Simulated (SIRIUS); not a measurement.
# C (Fd-3m) in SIRIUS: equation of state

How stiff is C in PBEsol, and what volume does it want? The cell is scaled to several volumes.

Program: SIRIUS 7.12.0. These are calculated values, not measurements. Logs are shortened: lines on timing, memory, paths and dates and some standing lists are left out, and cuts for length are marked. The log counts tension as positive stress, the text compression.

**The experiment to reproduce.**

“Equation of state of cubic boron nitride at high pressures and temperatures”, 2007, arxiv:cond-mat/0702656 quotes, for a bulk crystal of C: bulk modulus 444.8 ± 0.8 GPa.

The results are compared with them further down.

## 1. Starting point

Symmetry: Fd-3m, No. 227, cubic system. The conventional cell has a = 3.567 Å, b = 3.567 Å, c = 3.567 Å, α = 90.00°, β = 90.00°, γ = 90.00°. Around C (site symmetry -43m) lie 4 C at 1.54 Å.

This isn't the form of C at room conditions, which is graphite.

## 2. Equation of state, PBEsol, 5.33 Å³/atom (volume scaled by 0.94)

sirius.json reads:

```json
{
  "control": {
    "processing_unit": "cpu",
    "std_evp_solver_name": "lapack",
    "gen_evp_solver_name": "lapack",
    "verbosity": 2,
    "print_forces": false,
    "ortho_rf": true,
    "use_second_variation": true,
    "rmt_max": 3.0,
    "num_bands_to_print": 11,
    "save_wf": true
  },
  "parameters": {
    "electronic_structure_method": "full_potential_lapwlo",
    "xc_functionals": ["XC_GGA_X_PBE_SOL", "XC_GGA_C_PBE_SOL"],
    "core_relativity": "dirac",
    "valence_relativity": "iora",
    "num_fv_states": 11,
    "smearing": "fermi_dirac",
    "smearing_width": 0.0018374661,
    "pw_cutoff": 25,
    "gk_cutoff": 4.86,
    "lmax_apw": 10,
    "lmax_rho": 8,
    "lmax_pot": 8,
    "num_mag_dims": 0,
    "auto_rmt": 0,
    "ngridk": [13, 13, 13],
    "shiftk": [0, 0, 0],
    "num_dft_iter": 80,
    "energy_tol": 1e-07,
    "density_tol": 1e-05,
    "use_symmetry": true
  },
  "settings": {"tol_ne": 1e-10},
  "iterative_solver": {"type": "exact"},
  "mixer": {"type": "anderson", "beta": 0.5, "max_history": 8},
  "unit_cell": {
    "lattice_vectors": [[0.0, 3.3012844142, 3.3012844142], [3.3012844142, 0.0, 3.3012844142], [3.3012844142, 3.3012844142, 0.0]],
    "atom_types": ["C"],
    "atom_files": {"C": "C.json"},
    "atoms": {"C": [[0.75, 0.75, 0.75], [0.5, 0.5, 0.5]]}
  }
}
```

C.json reads:

```json
{
  "name": "carbon",
  "symbol": "C",
  "number": 6,
  "mass": 12.0107,
  "rmin": 1e-06,
  "rmt": 1.4,
  "nrmt": 800,
  "rinf": 14.98,
  "core": "1s",
  "valence": [
    {"basis": [{"enu": 0.28, "dme": 0, "n": 0, "auto": 0}, {"enu": 0.28, "dme": 1, "n": 0, "auto": 0}]},
    {"l": 0, "n": 1, "basis": [{"enu": 0.279, "dme": 0, "n": 0, "auto": 0}]},
    {"l": 1, "n": 2, "basis": [{"enu": 0.38, "dme": 0, "n": 0, "auto": 0}]},
    {"l": 2, "n": 3, "basis": [{"enu": 0.38, "dme": 0, "n": 0, "auto": 0}]},
    {"l": 3, "n": 4, "basis": [{"enu": 0.38, "dme": 0, "n": 0, "auto": 0}]}
  ],
  "lo": [
    {"l": 0, "basis": [{"enu": 0.279, "dme": 0, "n": 0, "auto": 0}, {"enu": 0.279, "dme": 1, "n": 0, "auto": 0}]},
    {"l": 0, "basis": [{"enu": 0.279, "dme": 1, "n": 0, "auto": 0}, {"enu": 0.279, "dme": 2, "n": 0, "auto": 0}]},
    {
      "l": 0,
      "basis": [{"enu": 0.279, "dme": 0, "n": 0, "auto": 0}, {"enu": 6.4014, "dme": 0, "n": 0, "auto": 0}]
    },
    {"l": 1, "basis": [{"enu": 0.38, "dme": 0, "n": 0, "auto": 0}, {"enu": 0.38, "dme": 1, "n": 0, "auto": 0}]},
    {"l": 1, "basis": [{"enu": 0.38, "dme": 1, "n": 0, "auto": 0}, {"enu": 0.38, "dme": 2, "n": 0, "auto": 0}]},
    {"l": 1, "basis": [{"enu": 0.38, "dme": 0, "n": 0, "auto": 0}, {"enu": 7.4208, "dme": 0, "n": 0, "auto": 0}]},
    {"l": 2, "basis": [{"enu": 0.38, "dme": 0, "n": 0, "auto": 0}, {"enu": 0.38, "dme": 1, "n": 0, "auto": 0}]},
    {"l": 2, "basis": [{"enu": 0.38, "dme": 1, "n": 0, "auto": 0}, {"enu": 0.38, "dme": 2, "n": 0, "auto": 0}]},
    {"l": 2, "basis": [{"enu": 0.38, "dme": 0, "n": 0, "auto": 0}, {"enu": 8.3392, "dme": 0, "n": 0, "auto": 0}]},
    {"l": 3, "basis": [{"enu": 0.38, "dme": 0, "n": 0, "auto": 0}, {"enu": 0.38, "dme": 1, "n": 0, "auto": 0}]}
  ],
  "free_atom": [... radial grid and density of the free atom, the start of the SCF ...]
}
```

sirius_start.json reads:

```json
{
  "control": {
    "processing_unit": "cpu",
    "std_evp_solver_name": "lapack",
    "gen_evp_solver_name": "lapack",
    "verbosity": 1,
    "print_forces": false,
    "ortho_rf": true,
    "use_second_variation": true,
    "rmt_max": 3.0,
    "num_bands_to_print": 11,
    "save_wf": false
  },
  "parameters": {
    "electronic_structure_method": "full_potential_lapwlo",
    "xc_functionals": ["XC_LDA_X", "XC_LDA_C_PW"],
    "core_relativity": "dirac",
    "valence_relativity": "iora",
    "num_fv_states": 11,
    "smearing": "fermi_dirac",
    "smearing_width": 0.0055123983,
    "pw_cutoff": 25,
    "gk_cutoff": 3.89,
    "lmax_apw": 10,
    "lmax_rho": 8,
    "lmax_pot": 8,
    "num_mag_dims": 0,
    "auto_rmt": 0,
    "ngridk": [5, 5, 5],
    "shiftk": [0, 0, 0],
    "num_dft_iter": 30,
    "energy_tol": 0.01,
    "density_tol": 0.05,
    "use_symmetry": true
  },
  "settings": {"tol_ne": 1e-10},
  "iterative_solver": {"type": "exact"},
  "mixer": {"type": "anderson", "beta": 0.5, "max_history": 8},
  "unit_cell": {
    "lattice_vectors": [[0.0, 3.3012844142, 3.3012844142], [3.3012844142, 0.0, 3.3012844142], [3.3012844142, 3.3012844142, 0.0]],
    "atom_types": ["C"],
    "atom_files": {"C": "C.json"},
    "atoms": {"C": [[0.75, 0.75, 0.75], [0.5, 0.5, 0.5]]}
  }
}
```

Potentials or basis: all-electron FP-LAPW, apw+lo standard.

Launch:

```bash
$ OMP_NUM_THREADS=1 sirius.scf --input=sirius_start.json --output=start.json
$ OMP_NUM_THREADS=1 sirius.scf --input=sirius.json --output=output.json --task=1
```

The program printed:

```text
[info] SIRIUS version : 7.12.0
[info] number of MPI ranks           : 1
[info] MPI grid                      : 1 1
[info] maximum number of OMP threads : 1
[fft] FFT context for density and potential
[fft] =====================================
[fft]   plane wave cutoff                     : 25
[fft]   grid size                             : 40 40 40   total : 64000
[fft]   grid limits                           : -19 20   -19 20   -19 20
[fft]   number of G-vectors within the cutoff : 18907
[fft]   number of G-shells                    : 537
[fft] FFT context for coarse grid
[fft] =====================================
[fft]   plane wave cutoff                     : 9.72
[fft]   grid size                             : 18 18 18   total : 5832
[fft]   grid limits                           : -8 9   -8 9   -8 9
[fft]   number of G-vectors within the cutoff : 1139
[fft]   number of G-shells                    : 49
[unit cell] lattice vectors
[unit cell]   a1 :       0.0000000000      3.3012844142      3.3012844142
[unit cell]   a2 :       3.3012844142      0.0000000000      3.3012844142
[unit cell]   a3 :       3.3012844142      3.3012844142      0.0000000000
[unit cell] reciprocal lattice vectors
[unit cell]   b1 :      -0.9516273848      0.9516273848      0.9516273848
[unit cell]   b2 :       0.9516273848     -0.9516273848      0.9516273848
[unit cell]   b3 :       0.9516273848      0.9516273848     -0.9516273848
[unit cell] unit cell volume :        71.95795629 [a.u.^3]
[unit cell] 1/sqrt(omega)    :         0.11788555
[unit cell] MT volume        :        22.98808064 (31.95%)
[unit cell] IT volume        :        48.96987565 (68.05%)
[unit cell] number of atom types : 1
[unit cell] type id : 0 symbol :  C mt_radius :   1.400000 num_atoms : 2
[unit cell] total number of atoms : 2
[unit cell] number of symmetry classes : 1
[unit cell] atom id  type id  class id             position                      vector_field
[unit cell] ------------------------------------------------------------------------------------------
[unit cell]      0        0        0      0.75000   0.75000   0.75000      0.00000   0.00000   0.00000
[unit cell]      1        0        0      0.50000   0.50000   0.50000      0.00000   0.00000   0.00000
[unit cell] atom id         position (Cartesian, a.u.)
[unit cell] ---------------------------------------------
[unit cell]      0       4.951927    4.951927    4.951927
[unit cell]      1       3.301284    3.301284    3.301284
[unit cell] class id : 0 atom id : 0 1
[unit cell] minimum bond length:     2.858996
[sym] space group number   : 227
[sym] international symbol : Fd-3m
[sym] Hall symbol          : F 4d 2 3 -1d
[sym] space group transformation matrix :
[sym]   0.0000  0.5000  0.5000
[sym]   0.5000  0.0000  0.5000
[sym]   0.5000  0.5000  0.0000
[sym] space group origin shift :
[sym]   0.0000  0.0000  0.5000
[sym] number of space group operations  : 48
[sym] number of magnetic group operations : 48
[sym] metric tensor error: 0.0000e+00
[sym] rotation matrix error: 0.0000e+00
[sym]
[sym] symmetry operations
[... 13 lines left out ...]
[sym]
[sym] isym : 1
[sym] R :   1  1  1
[sym]       0  0 -1
[... 228 lines left out ...]
[find]    0    4.331464    1.243173e-04
[find]    1    4.331464    1.243173e-04
[find] total core leakage    : 2.48634571e-04
[find] interstitial charge   : 3.336819
[find] total charge          : 11.999747
[find] Energy
[find] --------------------------------------------------------------------------------
[find] valence_eval_sum               :       0.93971036
[find] core_eval_sum                  :     -37.02728357
[find] kinetic energy                 :      75.48705001
[find] enuc                           :     -91.92865906
[find] <rho|V^{XC}>                   :     -13.73791657
[find] <rho|E^{XC}>                   :     -10.57435886
[find] <mag|B^{XC}>                   :       0.00000000
[find] <rho|V^{H}>                    :     -97.83670668
[find] smearing (-TS)                 :      -0.00000000
[find] SCF correction                 :       0.04195783
[find] Total energy                   :     -75.89236342 (Ha),    -151.78472684 (Ry)
[find] Free energy (E-TS)             :     -75.89236342 (Ha),    -151.78472684 (Ry)
[find] band gap (eV)                  :       4.13394689
[find] Efermi                         :       0.55204478
[find] iteration : 0, RMS (target) : 6.1386e-02 (1.0000e-05) , energy difference (target) : -7.5892e+01 (1.0000e-07)
[find] +------------------------------+
[find] | SCF iteration   1 out of  80|
[find] +------------------------------+
[generate_radial_functions] Linearization energies
[generate_radial_functions] Atom : C, class id : 0
[generate_radial_functions] augmented waves
[generate_radial_functions] local orbitals
[diagonalize] Lowest band energies
[diagonalize] ik:    0   -0.357316    0.464918    0.464918    0.464918    0.674758    0.674758    0.674758    1.008322    1.191544    1.461830    1.461830
[diagonalize] ik:    1   -0.351025    0.423349    0.453844    0.453844    0.689223    0.689223    0.700410    1.011605    1.202065    1.382761    1.382761
[diagonalize] ik:    2   -0.332207    0.335721    0.429006    0.429006    0.721647    0.721647    0.743279    1.020831    1.225413    1.321397    1.321397
[diagonalize] ik:    3   -0.301046    0.235628    0.402393    0.402393    0.753581    0.753581    0.777388    1.033585    1.243681    1.298650    1.298650
[diagonalize] ik:    4   -0.257959    0.135496    0.380074    0.380074    0.773747    0.773747    0.800037    1.045327    1.254285    1.318884    1.318884
[diagonalize] ...
[diagonalize] ik:   79   -0.041671    0.030077    0.123581    0.209809    0.784572    0.886900    0.973179    0.992665    1.180143    1.345043    1.511554
[diagonalize] ik:   80   -0.088766    0.074251    0.124178    0.235088    0.802971    0.847595    0.947299    1.037900    1.165548    1.335848    1.488700
[diagonalize] ik:   81   -0.042950    0.039455    0.159504    0.173472    0.746760    0.768473    1.010831    1.063162    1.275500    1.318625    1.605347
[diagonalize] ik:   82   -0.005862    0.016941    0.118224    0.181124    0.768251    0.849636    0.985952    1.009126    1.243050    1.322407    1.561056
[diagonalize] ik:   83   -0.018870    0.036841    0.123443    0.161449    0.841932    0.851472    0.938475    0.983789    1.241184    1.312170    1.575321
[generate_core_charge_density] atom class : 0
[generate_core_charge_density]   n,l,k : 1 0 1  energy :          -9.25068187
[find] Total energy                   :     -75.89235120 (Ha),    -151.78470239 (Ry)
[find] iteration : 1, RMS (target) : 2.8390e-02 (1.0000e-05) , energy difference (target) : 1.2221e-05 (1.0000e-07)
[find] Total energy                   :     -75.89235193 (Ha),    -151.78470386 (Ry)
[find] iteration : 2, RMS (target) : 5.2537e-04 (1.0000e-05) , energy difference (target) : -7.3459e-07 (1.0000e-07)
[find] Total energy                   :     -75.89235190 (Ha),    -151.78470380 (Ry)
[find] iteration : 3, RMS (target) : 3.6165e-05 (1.0000e-05) , energy difference (target) : 3.0964e-08 (1.0000e-07)
[find] Charges and magnetic moments
[find] --------------------------------------------------------------------------------
[find] atom      charge    core leakage
[find] --------------------------------------------------------------------------------
[find]    0    4.333202    1.249662e-04
[find]    1    4.333202    1.249662e-04
[find] total core leakage    : 2.49932479e-04
[find] interstitial charge   : 3.333347
[find] total charge          : 11.999750
[find] Energy
[find] --------------------------------------------------------------------------------
[find] valence_eval_sum               :       0.97624602
[find] core_eval_sum                  :     -36.97990623
[find] kinetic energy                 :      75.75363172
[find] enuc                           :     -92.05737181
[find] <rho|V^{XC}>                   :     -13.75070461
[find] <rho|E^{XC}>                   :     -10.58534660
[find] <mag|B^{XC}>                   :       0.00000000
[find] <rho|V^{H}>                    :     -98.00658736
[find] smearing (-TS)                 :      -0.00000000
[find] SCF correction                 :       0.00002845
[find] Total energy                   :     -75.89235191 (Ha),    -151.78470381 (Ry)
[find] Free energy (E-TS)             :     -75.89235191 (Ha),    -151.78470381 (Ry)
[find] band gap (eV)                  :       4.15089555
[find] Efermi                         :       0.55692147
[find] iteration : 4, RMS (target) : 9.3356e-06 (1.0000e-05) , energy difference (target) : -5.2801e-09 (1.0000e-07)
[find] converged after 5 SCF iterations!
Warning in function "check_num_electrons" at src/density/density.cpp:1179
wrong number of electrons
  obtained value : 11.9997
  target value : 12
  difference : 0.000250114
  total core leakage : 0.000249932
    atom class : 0, core leakage : 0.000124966
[find] Charges and magnetic moments
[find] --------------------------------------------------------------------------------
[find] atom      charge    core leakage
[find] --------------------------------------------------------------------------------
[find]    0    4.333202    1.249662e-04
[find]    1    4.333202    1.249662e-04
[find] total core leakage    : 2.49932479e-04
[find] interstitial charge   : 3.333347
[find] total charge          : 11.999750
[find] Energy
[find] --------------------------------------------------------------------------------
[find] valence_eval_sum               :       0.97624602
[find] core_eval_sum                  :     -36.97990623
[find] kinetic energy                 :      75.75363172
[find] enuc                           :     -92.05737181
[find] <rho|V^{XC}>                   :     -13.75070461
[find] <rho|E^{XC}>                   :     -10.58534660
[find] <mag|B^{XC}>                   :       0.00000000
[find] <rho|V^{H}>                    :     -98.00658736
[find] smearing (-TS)                 :      -0.00000000
[find] SCF correction                 :       0.00002845
[find] Total energy                   :     -75.89235191 (Ha),    -151.78470381 (Ry)
[find] Free energy (E-TS)             :     -75.89235191 (Ha),    -151.78470381 (Ry)
[find] band gap (eV)                  :       4.15089555
[find] Efermi                         :       0.55692147
```

Run time: 14 s. Hardware: 1 thread of Intel Xeon 6975P-C (Granite Rapids), shared host; peak memory 0.4 GiB.

What came out:

```
Free energy                                       : -2065.1361 eV
Band gap on the k mesh                            : 4.15 eV, indirect (least direct gap 5.71 eV)
All electrons inside the program's atomic spheres : C 4.33 (radii C 1.4 bohr)
```

Caveat: an odd mesh through Γ misses points on the zone boundary, where band edges often lie.

## 3. Equation of state, PBEsol, 5.44 Å³/atom (volume scaled by 0.96)

Changes to sirius.json since step 2:

```diff
@@ -39,3 +39,3 @@
   "unit_cell": {
-    "lattice_vectors": [[0.0, 3.3012844142, 3.3012844142], [3.3012844142, 0.0, 3.3012844142], [3.3012844142, 3.3012844142, 0.0]],
+    "lattice_vectors": [[0.0, 3.324533662, 3.324533662], [3.324533662, 0.0, 3.324533662], [3.324533662, 3.324533662, 0.0]],
     "atom_types": ["C"],
```

C.json reads:

```json
{
  "name": "carbon",
  "symbol": "C",
  "number": 6,
  "mass": 12.0107,
  "rmin": 1e-06,
  "rmt": 1.4,
  "nrmt": 800,
  "rinf": 14.98,
  "core": "1s",
  "valence": [
    {"basis": [{"enu": 0.26, "dme": 0, "n": 0, "auto": 0}, {"enu": 0.26, "dme": 1, "n": 0, "auto": 0}]},
    {"l": 0, "n": 1, "basis": [{"enu": 0.259, "dme": 0, "n": 0, "auto": 0}]},
    {"l": 1, "n": 2, "basis": [{"enu": 0.36, "dme": 0, "n": 0, "auto": 0}]},
    {"l": 2, "n": 3, "basis": [{"enu": 0.36, "dme": 0, "n": 0, "auto": 0}]},
    {"l": 3, "n": 4, "basis": [{"enu": 0.36, "dme": 0, "n": 0, "auto": 0}]}
  ],
  "lo": [
    {"l": 0, "basis": [{"enu": 0.259, "dme": 0, "n": 0, "auto": 0}, {"enu": 0.259, "dme": 1, "n": 0, "auto": 0}]},
    {"l": 0, "basis": [{"enu": 0.259, "dme": 1, "n": 0, "auto": 0}, {"enu": 0.259, "dme": 2, "n": 0, "auto": 0}]},
    {
      "l": 0,
      "basis": [{"enu": 0.259, "dme": 0, "n": 0, "auto": 0}, {"enu": 6.3814, "dme": 0, "n": 0, "auto": 0}]
    },
    {"l": 1, "basis": [{"enu": 0.36, "dme": 0, "n": 0, "auto": 0}, {"enu": 0.36, "dme": 1, "n": 0, "auto": 0}]},
    {"l": 1, "basis": [{"enu": 0.36, "dme": 1, "n": 0, "auto": 0}, {"enu": 0.36, "dme": 2, "n": 0, "auto": 0}]},
    {"l": 1, "basis": [{"enu": 0.36, "dme": 0, "n": 0, "auto": 0}, {"enu": 7.4008, "dme": 0, "n": 0, "auto": 0}]},
    {"l": 2, "basis": [{"enu": 0.36, "dme": 0, "n": 0, "auto": 0}, {"enu": 0.36, "dme": 1, "n": 0, "auto": 0}]},
    {"l": 2, "basis": [{"enu": 0.36, "dme": 1, "n": 0, "auto": 0}, {"enu": 0.36, "dme": 2, "n": 0, "auto": 0}]},
    {"l": 2, "basis": [{"enu": 0.36, "dme": 0, "n": 0, "auto": 0}, {"enu": 8.3192, "dme": 0, "n": 0, "auto": 0}]},
    {"l": 3, "basis": [{"enu": 0.36, "dme": 0, "n": 0, "auto": 0}, {"enu": 0.36, "dme": 1, "n": 0, "auto": 0}]}
  ],
  "free_atom": [... radial grid and density of the free atom, the start of the SCF ...]
}
```

Changes to sirius_start.json since step 2:

```diff
@@ -39,3 +39,3 @@
   "unit_cell": {
-    "lattice_vectors": [[0.0, 3.3012844142, 3.3012844142], [3.3012844142, 0.0, 3.3012844142], [3.3012844142, 3.3012844142, 0.0]],
+    "lattice_vectors": [[0.0, 3.324533662, 3.324533662], [3.324533662, 0.0, 3.324533662], [3.324533662, 3.324533662, 0.0]],
     "atom_types": ["C"],
```

Potentials or basis: all-electron FP-LAPW, apw+lo standard.

Launch:

```bash
$ OMP_NUM_THREADS=1 sirius.scf --input=sirius_start.json --output=start.json
$ OMP_NUM_THREADS=1 sirius.scf --input=sirius.json --output=output.json --task=1
```

Run time: 14 s. Hardware: 1 thread of Intel Xeon 6975P-C (Granite Rapids), shared host; peak memory 0.4 GiB.

Results (log left out):

```yaml
Free_energy: -2065.1640 eV
Band_gap_on_the_k_mesh: 4.10 eV, indirect (least direct gap 5.66 eV)
All_electrons_inside_the_program's_atomic_spheres: C 4.31 (radii C 1.4 bohr)
```

Caveat: an odd mesh through Γ misses points on the zone boundary, where band edges often lie.

(Part 1 of 2 ends here.)
